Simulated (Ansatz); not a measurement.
Al2O3:

```
Al O
1.0
     3.01748    0.00000    0.00000
    -1.50874    2.61322    0.00000
     0.00000    0.00000    7.57464
Al O
2 3
Direct
  0.00000 0.00000 0.72205
  0.00000 0.00000 0.27795
  0.00000 0.00000 0.50000
  0.66667 0.33333 0.80055
  0.33333 0.66667 0.19945
```

Measurements of this composition are mostly on another form, of space group No. 167.

```yaml
Program: Ansatz 0.2.0
Task: relaxation of cell and atoms
Functional: r2SCAN
Potentials_or_basis: Ansatz PAW
Cutoff: "500 eV (not typed: the program's choice for these potentials)"
k_mesh: 10 × 10 × 4
Occupations: fermi-dirac, width 0.05 eV
Spin: no spin polarisation
```

At the start: volume 11.95 Å³/atom.

How do energy, volume and symmetry change on relaxing?

It ends after 6 steps and the volume is 11.74 Å³/atom (-1.8 %); space group P-3m1 (No. 164, to 0.05 Å).

The path:
```tsv
step	energy change (eV)	largest force (eV/Å)	volume (Å³)
1	0.0000	0.3902	59.73
2	-0.0257	0.2291	59.40
3	-0.0363	0.0086	58.87
4	-0.0365	0.0024	58.78
5	-0.0365	0.0015	58.68
6	-0.0361	0.0014	58.68
```

Final structure:
```
CELL_PARAMETERS angstrom
2.98587 0.00000 0.00000
-1.49293 2.58584 0.00000
0.00000 0.00000 7.60030
ATOMIC_POSITIONS crystal
Al 0.00000 0.00000 0.71909
Al 0.00000 0.00000 0.28091
O 0.00000 0.00000 0.50000
O 0.66667 0.33333 0.79547
O 0.33333 0.66667 0.20453
```

Caveat: the plane-wave basis is chosen anew once the cell has moved, so the energies of steps on either side of that aren't comparable; the PAW data sets come from PBE, with cores solved anew for the run's functional, which leaves a small shift of forces and pressure.
